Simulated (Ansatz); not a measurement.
Random displacements in SnSe

Level of theory: DFT r2SCAN, scalar-relativistic, plane waves, PAW in Ansatz. Cutoff 500 eV, Γ-centred 4×8×6 k-points, Gaussian smearing of 0.05 eV. No spin polarisation. Energies are free energies at this smearing, counted from the undisturbed cell; pressure is positive in compression.

Reference structure (relaxed at this level):

```
Sn Se
1.0
    11.67937    0.00000    0.00000
     0.00000    4.12631    0.00000
     0.00000    0.00000    4.69273
Sn Se
4 4
Direct
  0.12007 0.25000 0.12405
  0.87993 0.75000 0.87595
  0.37993 0.75000 0.62405
  0.62007 0.25000 0.37595
  0.85213 0.25000 0.48813
  0.14787 0.75000 0.51187
  0.64787 0.75000 0.98813
  0.35213 0.25000 0.01187
```

The atoms are displaced (Å, in the unstrained cell):

| atom | ux | uy | uz |
| --- | --- | --- | --- |
| Sn1 | -0.164 | -0.031 | 0.090 |
| Sn2 | -0.076 | -0.213 | -0.130 |
| Sn3 | -0.007 | 0.065 | -0.198 |
| Sn4 | -0.064 | -0.041 | -0.079 |
| Se5 | 0.217 | -0.130 | 0.084 |
| Se6 | 0.030 | 0.126 | 0.061 |
| Se7 | 0.235 | -0.075 | 0.099 |
| Se8 | -0.171 | 0.298 | 0.072 |

The cell is not strained.

Q: What are the energy change, the stress and the forces?

A: ΔE = 110.7 meV/atom; stress (xx, yy, zz, yz, xz, xy; compression positive) (2.33, 1.78, 0.98, -0.44, -0.53, -0.32) GPa; gap on the mesh 0.54 eV.
| atom | Fx (eV/Å) | Fy | Fz |
| --- | --- | --- | --- |
| Sn1 | -0.07 | 0.38 | -0.31 |
| Sn2 | 2.20 | 0.52 | 1.18 |
| Sn3 | -0.41 | -0.01 | 0.54 |
| Sn4 | 0.45 | -0.11 | 0.30 |
| Se5 | -1.04 | -0.38 | -1.24 |
| Se6 | 0.04 | -0.27 | 0.19 |
| Se7 | -1.94 | 0.18 | -0.21 |
| Se8 | 0.77 | -0.30 | -0.45 |

Cost: 1 run of about 3.5 core-minutes, on Oxide Virtual Turin-like Processor (Zen 5) (shared hosts).